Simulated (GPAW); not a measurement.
# Au (Fm-3m) in GPAW: notebook

One crystal, Au, is run at these levels: LDA, RPBE, vdW-DF2; tasks: band structure, equation of state.

Everything below comes from runs of GPAW 26.7.0. Logs are shortened: lines on timing, memory, paths and dates and some standing lists are left out, and cuts for length are marked. The log counts tension as positive stress, the text compression.

### Step 1. The crystal as given

It takes space group Fm-3m (No. 225, cubic). Conventional cell: a = 4.070 Å, b = 4.070 Å, c = 4.070 Å, α = 90.00°, β = 90.00°, γ = 90.00°. Au (site symmetry m-3m) is surrounded by 12 Au at 2.88 Å.

### Step 2. Band structure, LDA, spin-orbit coupling, no magnetisation

run.py reads:

```python
import numpy as np
from ase.dft.bandgap import bandgap
from ase.io import read, write
from ase.units import GPa
from gpaw import GPAW, PW
from gpaw.spinorbit import soc_eigenstates

atoms = read('POSCAR')

calc = GPAW(mode=PW(600),
            xc='LDA',
            kpts={'size': (11, 11, 11), 'gamma': True},
            occupations={'name': 'fermi-dirac', 'width': 0.05},
            nbands=14,
            convergence={'density': 1e-05, 'energy': 1e-05},
            maxiter=150,
            txt='gpaw.txt')
atoms.calc = calc
energy = atoms.get_potential_energy()
forces = atoms.get_forces()
stress = atoms.get_stress()
calc.write('gs.gpw')
write('result.traj', atoms)
print(f'Energy: {energy:.6f} eV')
print('Forces (eV/A):')
print(forces.round(4))
print('Stress (GPa):', (stress / GPa).round(3))
print('Fermi level:', round(calc.get_fermi_level(), 4), 'eV')
print(f'Gap: {bandgap(calc)[0]:.4f} eV, direct: {bandgap(calc, direct=True)[0]:.4f} eV')

path = atoms.cell.bandpath('GXWKGLUWLK,UX', npoints=100, eps=1e-4)
bs_calc = calc.fixed_density(kpts=path, symmetry='off', nbands=21,
                             convergence={'bands': 'CBM+6.0', 'eigenstates': 1e-6}, txt='bands.txt')
bs = bs_calc.band_structure()
bs.write('bs.json')
print(f'Gap on the path: {bandgap(bs_calc)[0]:.4f} eV')

soc = soc_eigenstates(bs_calc, theta=54.7, phi=45)
np.savetxt('soc_bands.dat', soc.eigenvalues(), fmt='%.4f')
mesh = soc_eigenstates('gs.gpw', theta=54.7, phi=45)
np.savetxt('soc_mesh.dat', mesh.eigenvalues(), fmt='%.4f')
print('Fermi level with spin-orbit coupling:', round(mesh.fermi_level, 4), 'eV')
```

POSCAR reads:

```
Au
1.0
    0.0000000000      2.0350000000      2.0350000000
    2.0350000000      0.0000000000      2.0350000000
    2.0350000000      2.0350000000      0.0000000000
Au
1
Direct
    0.0000000000      0.0000000000      0.0000000000
```

Potentials or basis: the program's PAW data sets (release 1.2.1) made for this functional, pw.

Started as:

```sh
$ OMP_NUM_THREADS=1 python run.py
```

gpaw.txt:

```text
__  _  _
 | _ |_)|_||  |
 |__||  | ||/\| - 26.7.0

Input parameters:
  mode=PW(ecut=600.0),
  convergence={'density': 1e-05, 'energy': 1e-05},
  kpts=MonkhorstPack(size=(11, 11, 11), gamma=True),
  maxiter=150,
  nbands=14,
  occupations=Occupations(name='fermi-dirac', width=0.05),
  xc=XC(name='LDA')

Diagonalizing LCAO Hamiltonian
Converting LCAO to pw mode

       Au

Atoms  # Å, Bohr magnetons
|   | symbol |        x |        y |        z |    initial magnetic moments |
|---|--------|----------|----------|----------|-----------------------------|
| 0 |     Au | 0.000000 | 0.000000 | 0.000000 | ( 0.0000,  0.0000,  0.0000) |

Unit cell  # Å
| periodic |        x |        y |        z |  lengths |    angles |
|----------|----------|----------|----------|----------|-----------|
|      yes | 0.000000 | 2.035000 | 2.035000 | 2.877925 | 60.000000 |
|      yes | 2.035000 | 0.000000 | 2.035000 | 2.877925 | 60.000000 |
|      yes | 2.035000 | 2.035000 | 0.000000 | 2.877925 | 60.000000 |

Number of symmetries: 48
Symmetry operations  # r_c * U_cc + t_c -> r_c
|    | kind |            matrix            |
|----|------|------------------------------|
|  0 |  σ   |  1, 0, 0,  1, 0,-1,  1,-1, 0 |
|  1 |  C2  |  1, 0, 0,  1,-1, 0,  1, 0,-1 |
|  2 |  E   |  1, 0, 0,  0, 1, 0,  0, 0, 1 |
|  3 |  σ   |  1, 0, 0,  0, 0, 1,  0, 1, 0 |
|  4 |  C4  |  1, 0,-1,  1, 0, 0,  1,-1, 0 |
|  5 |  S6  |  1, 0,-1,  1,-1, 0,  1, 0, 0 |
|  6 |  σ   |  1, 0,-1,  0, 1,-1,  0, 0,-1 |
|  7 |  C3  |  1, 0,-1,  0, 0,-1,  0, 1,-1 |
|  8 |  S6  |  1,-1, 0,  1, 0, 0,  1, 0,-1 |
|  9 |  C4  |  1,-1, 0,  1, 0,-1,  1, 0, 0 |
| 10 |  C3  |  1,-1, 0,  0,-1, 1,  0,-1, 0 |
| 11 |  σ   |  1,-1, 0,  0,-1, 0,  0,-1, 1 |
| 12 |  σ   |  0, 1, 0,  1, 0, 0,  0, 0, 1 |
| 13 |  C4  |  0, 1, 0,  0, 1,-1, -1, 1, 0 |
| 14 |  C3  |  0, 1, 0,  0, 0, 1,  1, 0, 0 |
| 15 |  S6  |  0, 1, 0, -1, 1, 0,  0, 1,-1 |
| 16 |  C2  |  0, 1,-1,  1, 0,-1,  0, 0,-1 |
| 17 |  σ   |  0, 1,-1,  0, 1, 0, -1, 1, 0 |
| 18 |  S4  |  0, 1,-1,  0, 0,-1,  1, 0,-1 |
| 19 |  C4  |  0, 1,-1, -1, 1, 0,  0, 1, 0 |
| 20 |  C3  |  0, 0, 1,  1, 0, 0,  0, 1, 0 |
| 21 |  σ   |  0, 0, 1,  0, 1, 0,  1, 0, 0 |
| 22 |  S6  |  0, 0, 1,  0,-1, 1, -1, 0, 1 |
| 23 |  C4  |  0, 0, 1, -1, 0, 1,  0,-1, 1 |
| 24 |  S4  |  0, 0,-1,  1, 0,-1,  0, 1,-1 |
| 25 |  C3  |  0, 0,-1,  0, 1,-1,  1, 0,-1 |
| 26 |  C2  |  0, 0,-1,  0,-1, 0, -1, 0, 0 |
| 27 |  S6  |  0, 0,-1, -1, 0, 0,  0,-1, 0 |
| 28 |  S4  |  0,-1, 1,  1,-1, 0,  0,-1, 0 |
| 29 |  C4  |  0,-1, 1,  0, 0, 1, -1, 0, 1 |
| 30 |  C2  |  0,-1, 1,  0,-1, 0,  1,-1, 0 |
| 31 |  σ   |  0,-1, 1, -1, 0, 1,  0, 0, 1 |
| 32 |  C3  |  0,-1, 0,  1,-1, 0,  0,-1, 1 |
| 33 |  S6  |  0,-1, 0,  0, 0,-1, -1, 0, 0 |
| 34 |  S4  |  0,-1, 0,  0,-1, 1,  1,-1, 0 |
| 35 |  C2  |  0,-1, 0, -1, 0, 0,  0, 0,-1 |
| 36 |  C2  | -1, 1, 0,  0, 1, 0,  0, 1,-1 |
| 37 |  S6  | -1, 1, 0,  0, 1,-1,  0, 1, 0 |
| 38 |  S4  | -1, 1, 0, -1, 0, 1, -1, 0, 0 |
| 39 |  C3  | -1, 1, 0, -1, 0, 0, -1, 0, 1 |
| 40 |  S6  | -1, 0, 1,  0, 0, 1,  0,-1, 1 |
| 41 |  C2  | -1, 0, 1,  0,-1, 1,  0, 0, 1 |
| 42 |  C3  | -1, 0, 1, -1, 1, 0, -1, 0, 0 |
| 43 |  S4  | -1, 0, 1, -1, 0, 0, -1, 1, 0 |
| 44 |  C2  | -1, 0, 0,  0, 0,-1,  0,-1, 0 |
| 45 |  i   | -1, 0, 0,  0,-1, 0,  0, 0,-1 |
| 46 |  σ   | -1, 0, 0, -1, 1, 0, -1, 0, 1 |
| 47 |  C2  | -1, 0, 0, -1, 0, 1, -1, 1, 0 |

BZ-sampling:
  Number of BZ points: 1331
  Number of IBZ points: 56

  Monkhorst-Pack size: [11, 11, 11]
  Monkhorst-Pack shift: [0, 0, 0]

K-points  # in reciprocal-cell coordinates
|     |                                coordinates |     weight |
|-----|--------------------------------------------|------------|
|   0 | (  0.00000000,   0.00000000,   0.00000000) | 0.00075131 |
|   1 | (  0.09090909,   0.09090909,   0.00000000) | 0.00450789 |
|   2 | (  0.09090909,   0.09090909,   0.09090909) | 0.00601052 |
|   3 | (  0.18181818,   0.09090909,   0.09090909) | 0.00901578 |
|   4 | (  0.18181818,   0.18181818,   0.00000000) | 0.00450789 |
|   5 | (  0.18181818,   0.18181818,   0.09090909) | 0.01803156 |
|   6 | (  0.18181818,   0.18181818,   0.18181818) | 0.00601052 |
|   7 | (  0.27272727,   0.18181818,   0.09090909) | 0.01803156 |
|   8 | (  0.27272727,   0.18181818,   0.18181818) | 0.01803156 |
|   9 | (  0.27272727,   0.27272727,   0.00000000) | 0.00450789 |
| ... |                                            |            |
|  55 | (  0.45454545,   0.45454545,   0.45454545) | 0.00601052 |

Plane wave coefficients: 572
Cutoff: 600.0 eV

Spin-components: 1 (collinear spins)
Bands:           14
Projectors:      6
Spin-degeneracy: 2
Datatype:        complex128

Parallelization:
  kpt:    1
  domain: 1
  band:   1

Density:
  Valence electrons: 11.0
  Components: 1
  Grid points: [18 18 18]
  Charge: 0.0  # |e|

Potential:
  Grid points: [18 18 18]

species:
  Au:
    name:    Gold
    Z:       79.0
    valence: 11
    core:    68
    charge:  0.0  # [|e|]
    compensation charges:
      type: gauss
      rc: 0.42  # [Å]
      lmax: 2
    cutoffs:
      filter: 2.33  # [Å]
      core: 2.81  # [Å]
    projectors
    | kind |    occ | energy [eV] | rcut [Å] |
    |------|--------|-------------|----------|
    |   6s |  1.000 |      -6.048 |    1.323 |
    |   6p |  0.000 |      -0.888 |    1.323 |
    |   5d | 10.000 |      -7.129 |    1.323 |
    |    s |        |      21.163 |    1.323 |
    |    p |        |      26.323 |    1.323 |
    |    d |        |      20.082 |    1.323 |

    Using partial waves for Au as LCAO basis

Reference energy: -516313.572935  # eV

eigensolver:
  PPCG
  Converge bands: occupied
  niter=2

density mixing:
  MSR1-Mixer
  Pratt-step length: 0.05
  Maximum mixing coefficient: 0.75
  Old densities: 10
  SVD Regularization: 0.005
  Good broyden scale: 1.0
  Trust region scale: 1.0
  Backstep threshold: 4.0
  History deletion threshold: 6.0
  Fourier metric: weight=20.0, sigma=0.015

occupation numbers:
  Fermi-Dirac:
    width: 0.0500  # eV

poisson solver:
  ecut: 4800.0  # eV

xc functional:
  name: None

convergence criteria:
- Maximum integral of absolute [dens]ity change: 1e-05 electrons / valence electron
- Maximum [total energy] change in last 3 cyles: 1e-05 eV / valence electron
- Maximum integral of absolute [eigenst]ate change: 4e-08 eV^2 / valence electron
maximum number of iterations: 150

SCF iterations
|iter     | |      energy | eigst |  dens |
|---------|-|-------------|-------|-------|
|iter:   1| |   -4.732945 | -0.44 |       |
|iter:   2| |   -4.658528 | -2.85 | -1.07 |
|iter:   3| |   -4.381125 | -2.08 | -1.12 |
|iter:   4| |   -4.377271 | -4.55 | -2.09 |
|iter:   5| |   -4.375899 | -4.46 | -2.39 |
|iter:   6| |   -4.375899 | -7.32 | -3.90 |
|iter:   7| |   -4.375898c| -7.54c| -4.21 |
|iter:   8| |   -4.375898c| -9.01c| -5.28c|

Converged in 8 steps
Energy contributions relative to reference atoms: (reference = -516313.572935)

Energy contributions:
  Kinetic:          -7.170819
  Coulomb:           5.955939
  Zero:              0.142305
  External:          0.000000
  Xc:               -3.302596
  Entropy:          -0.001454
  Spinorbit:         0.000000
  ----------------------------
  Free energy:      -4.376625
  Extrapolated:     -4.375898

dipole moment: (-13.968786, -13.968786, -13.968786)  # |e|*Ang

Fermi level: 9.783
Eigenvalues  # (at kpt = [0.000, 0.000, 0.000])
| band index |      eig [eV] | occ [0-2] |
|------------|---------------|-----------|
|          0 |        -0.267 |     2.000 |
|          1 |         5.033 |     2.000 |
|          2 |         5.033 |     2.000 |
|          3 |         5.033 |     2.000 |
|          4 |         6.596 |     2.000 |
|          5 |         6.596 |     2.000 |
|          6 |        25.884 |     0.000 |
|          7 |        29.573 |     0.000 |
|          8 |        29.573 |     0.000 |
|          9 |        29.573 |     0.000 |
|         10 |        33.586 |     0.000 |
|         11 |        37.895 |     0.000 |
|         12 |        37.895 |     0.000 |
|         13 |        37.895 |     0.000 |

No gap
No difference between direct/indirect transitions

Forces  # eV/Ang
|       x |       y |        z |
|---------|---------|----------|
| 0.00000 | 0.00000 | -0.00000 |  # Au   0

Stress tensor  # eV/Ang^3
|         x |         y |         z |
|-----------|-----------|-----------|
| -0.002024 |  0.000000 |  0.000000 |
|  0.000000 | -0.002024 | -0.000000 |
|  0.000000 | -0.000000 | -0.002024 |

# Writing to gs.gpw (mode='')
```

It took 34 s on 1 thread of Intel Xeon Platinum 8259CL at 2.50GHz (Skylake/Cascade Lake), shared host; peak memory 0.23 GiB.

What came out:

* Free energy: -4.3766 eV
* Pressure: 0.3 GPa
* Band gap along the path: none (metal or under the smearing width)

Levels at the corners of the path, in eV from the Fermi level:
| point | band 6 | band 7 | band 8 | band 9 | band 10 | band 11 | band 12 | band 13 | band 14 |
| --- | --- | --- | --- | --- | --- | --- | --- | --- | --- |
| Γ | -5.44 | -4.17 | -4.17 | -2.93 | -2.93 | -2.93 | -2.93 | 16.06 | 16.06 |
| X | -2.25 | -2.05 | -2.05 | -0.94 | -0.94 | 0.57 | 0.57 | 5.82 | 5.82 |
| W | -5.16 | -3.17 | -3.17 | -1.57 | -1.57 | 4.77 | 4.77 | 5.28 | 5.28 |
| K | -4.06 | -2.95 | -2.95 | -1.86 | -1.86 | 3.71 | 3.71 | 4.61 | 4.61 |
| Γ | -5.44 | -4.17 | -4.17 | -2.93 | -2.93 | -2.93 | -2.93 | 16.06 | 16.06 |
| L | -4.31 | -2.31 | -2.31 | -1.54 | -1.54 | -1.31 | -1.31 | 3.15 | 3.15 |
| U | -4.06 | -2.95 | -2.95 | -1.86 | -1.86 | 3.71 | 3.71 | 4.61 | 4.61 |
| W | -5.16 | -3.17 | -3.17 | -1.57 | -1.57 | 4.77 | 4.77 | 5.28 | 5.28 |
| L | -4.31 | -2.31 | -2.31 | -1.54 | -1.54 | -1.31 | -1.31 | 3.15 | 3.15 |
| K | -4.06 | -2.95 | -2.95 | -1.86 | -1.86 | 3.71 | 3.71 | 4.61 | 4.61 |
| U | -4.06 | -2.95 | -2.95 | -1.86 | -1.86 | 3.71 | 3.71 | 4.61 | 4.61 |
| X | -2.25 | -2.05 | -2.05 | -0.94 | -0.94 | 0.57 | 0.57 | 5.82 | 5.82 |

Caveat: with this Au data set, volumes or pressures lay over 1.5 % or 2 GPa off other programs in two to four cells of ten; spin-orbit coupling was added after a scalar SCF, so levels and gaps hold it while energy, forces, pressure and moments don't; this program's spin-orbit splittings come out too wide for heavy elements.

### Step 3. Equation of state, RPBE

run.py reads:

```python
from ase.eos import EquationOfState
from ase.io import Trajectory, read
from ase.units import GPa
from gpaw import GPAW, PW

atoms = read('Au.xyz')

traj = Trajectory('eos.traj', 'w')
volumes, energies = [], []
for x in [0.94, 0.96, 0.98, 1.0, 1.02, 1.04, 1.06]:
    a = atoms.copy()
    a.set_cell(atoms.cell * x**(1 / 3), scale_atoms=True)
    calc = GPAW(mode=PW(600),
                xc='RPBE',
                kpts={'size': (11, 11, 11), 'gamma': True},
                occupations={'name': 'fermi-dirac', 'width': 0.05},
                nbands=14,
                convergence={'density': 1e-05, 'energy': 1e-05},
                maxiter=150,
                txt=f'eos-{x:.2f}.txt')
    a.calc = calc
    energies.append(a.get_potential_energy(force_consistent=True))
    volumes.append(a.get_volume())
    p = -a.get_stress()[:3].mean() / GPa
    calc.write(f'eos-{x:.2f}.gpw')
    traj.write(a)
    print(f'{x:.2f} {volumes[-1]:10.4f} A^3 {energies[-1]:14.6f} eV {p:9.3f} GPa', flush=True)

v0, e0, B = EquationOfState(volumes, energies, eos='birchmurnaghan').fit()
print(f'V0 = {v0:.4f} A^3, E0 = {e0:.6f} eV, B0 = {B / GPa:.2f} GPa')
```

Au.xyz reads:

```xyz
1
Lattice="0.0000000000 2.0350000000 2.0350000000 2.0350000000 0.0000000000 2.0350000000 2.0350000000 2.0350000000 0.0000000000" Properties=species:S:1:pos:R:3 pbc="T T T"
Au     0.0000000000      0.0000000000      0.0000000000
```

Potentials or basis: the program's PAW data sets (release 1.2.1) made for this functional, pw.

Started as:

```sh
$ OMP_NUM_THREADS=1 python run.py
```

It took 93 s on 1 thread of Intel Xeon Platinum 8259CL at 2.50GHz (Skylake/Cascade Lake), shared host; peak memory 0.19 GiB.

The run converged. Its results:

| Item | Value |
| --- | --- |
| Equilibrium volume | 18.70 Å³/atom (rough: see the caveat) |
| Bulk modulus | 120 GPa (rough) |

Energy against volume, from the lowest point:
| volume (Å³/atom) | energy (meV/atom) |
| --- | --- |
| 15.843 | 227.71 |
| 16.181 | 164.52 |
| 16.518 | 113.16 |
| 16.855 | 72.17 |
| 17.192 | 40.35 |
| 17.529 | 16.62 |
| 17.866 | 0.00 |

Caveat: with this Au data set, volumes or pressures lay over 1.5 % or 2 GPa off other programs in two to four cells of ten; the minimum lies outside the volumes run. Spin-orbit coupling is left out, which matters for the levels of Au.

### Step 4. Band structure, vdW-DF2, spin-orbit coupling, no magnetisation

run.py reads:

```python
import numpy as np
from ase.dft.bandgap import bandgap
from ase.io import read, write
from gpaw import GPAW, PW
from gpaw.spinorbit import soc_eigenstates

atoms = read('POSCAR')

calc = GPAW(mode=PW(600),
            xc={'name': 'vdW-DF2', 'backend': 'libvdwxc'},
            kpts={'size': (11, 11, 11), 'gamma': True},
            occupations={'name': 'fermi-dirac', 'width': 0.05},
            nbands=14,
            convergence={'density': 1e-05, 'energy': 1e-05},
            maxiter=150,
            txt='gpaw.txt')
atoms.calc = calc
energy = atoms.get_potential_energy()
forces = atoms.get_forces()
calc.write('gs.gpw')
write('result.traj', atoms)
print(f'Energy: {energy:.6f} eV')
print('Forces (eV/A):')
print(forces.round(4))
print('Fermi level:', round(calc.get_fermi_level(), 4), 'eV')
print(f'Gap: {bandgap(calc)[0]:.4f} eV, direct: {bandgap(calc, direct=True)[0]:.4f} eV')

path = atoms.cell.bandpath('GXWKGLUWLK,UX', npoints=100, eps=1e-4)
bs_calc = calc.fixed_density(kpts=path, symmetry='off', nbands=21,
                             convergence={'bands': 'CBM+6.0', 'eigenstates': 1e-6}, txt='bands.txt')
bs = bs_calc.band_structure()
bs.write('bs.json')
print(f'Gap on the path: {bandgap(bs_calc)[0]:.4f} eV')

soc = soc_eigenstates(bs_calc, theta=90, phi=45)
np.savetxt('soc_bands.dat', soc.eigenvalues(), fmt='%.4f')
mesh = soc_eigenstates('gs.gpw', theta=90, phi=45)
np.savetxt('soc_mesh.dat', mesh.eigenvalues(), fmt='%.4f')
print('Fermi level with spin-orbit coupling:', round(mesh.fermi_level, 4), 'eV')
```

POSCAR is that of step 2.

Potentials or basis: GPAW PAW data sets (gpaw-data 1.2.1), pw.

Started as:

```sh
$ OMP_NUM_THREADS=1 python run.py
```

Wall time 33 s (1 thread of Intel Xeon Platinum 8259CL at 2.50GHz (Skylake/Cascade Lake), shared host); peak memory 0.24 GiB.

It converged, with:

| Item | Value |
| --- | --- |
| Free energy | -173.4990 eV |
| Band gap along the path | none (metal or under the smearing width) |

Levels at the corners of the path, in eV from the Fermi level:
```tsv
point	band 8	band 9	band 10	band 11	band 12	band 13
Γ	-4.37	-3.19	-3.19	-3.19	-3.19	16.03
X	-2.30	-1.22	-1.22	0.77	0.77	5.75
W	-3.39	-1.82	-1.82	4.72	4.72	5.32
K	-3.19	-2.12	-2.12	3.70	3.70	4.65
Γ	-4.37	-3.19	-3.19	-3.19	-3.19	16.03
L	-2.56	-1.82	-1.82	-1.06	-1.06	3.04
U	-3.19	-2.12	-2.12	3.70	3.70	4.65
W	-3.39	-1.82	-1.82	4.72	4.72	5.32
L	-2.56	-1.82	-1.82	-1.06	-1.06	3.04
K	-3.19	-2.12	-2.12	3.70	3.70	4.65
U	-3.19	-2.12	-2.12	3.70	3.70	4.65
X	-2.30	-1.22	-1.22	0.77	0.77	5.75
```

Caveat: spin-orbit coupling was added after a scalar SCF, so levels and gaps hold it while energy, forces, pressure and moments don't; this program's spin-orbit splittings come out too wide for heavy elements; the PAW data sets were made with another functional, which shifts forces and pressure a little.

### Step 5. For comparison

An earlier run on the cell as given: functional PBEsol; potentials or basis PAW data sets generated in the run's folder for this functional; cutoff 600 eV; basis pw; k mesh 11 × 11 × 11; occupations fermi-dirac, width 0.05 eV; no spin polarisation.

- Pressure: 4.7 GPa
- Band gap on the k mesh: none (metal or under the smearing width)

### Step 6. Overview

| task | level | potentials or basis | spin | band path | band points | spin axis theta (degrees) | spin axis phi (degrees) | soc after scf | pressure (GPa) |
| --- | --- | --- | --- | --- | --- | --- | --- | --- | --- |
| band structure | LDA | the program's PAW data sets (release 1.2.1) made for this functional, pw | SOC, no magnetisation | GXWKGLUWLK,UX | 100 | 54.7 | 45 | second variation | 0.3 |
| equation of state | RPBE | the program's PAW data sets (release 1.2.1) made for this functional, pw | off | - | - | - | - | - | - |
| band structure | vdW-DF2 | GPAW PAW data sets (gpaw-data 1.2.1), pw | SOC, no magnetisation | GXWKGLUWLK,UX | 100 | 90 | 45 | second variation | - |
| single point | PBEsol | PAW data sets generated in the run's folder for this functional, pw | off | - | - | - | - | - | 4.7 |

Alike in all rows: cell as given; k mesh 11 × 11 × 11; cutoff (eV) 600; smearing fermi-dirac 0.05 eV.

Caveats: with this Au data set, volumes or pressures lay over 1.5 % or 2 GPa off other programs in two to four cells of ten (some runs); spin-orbit coupling was added after a scalar SCF, so levels and gaps hold it while energy, forces, pressure and moments don't (some runs); this program's spin-orbit splittings come out too wide for heavy elements (some runs); the minimum lies outside the volumes run (some runs); the PAW data sets were made with another functional, which shifts forces and pressure a little (some runs).

Total energies depend on the potentials used, so only differences within one code and one set of settings carry meaning.
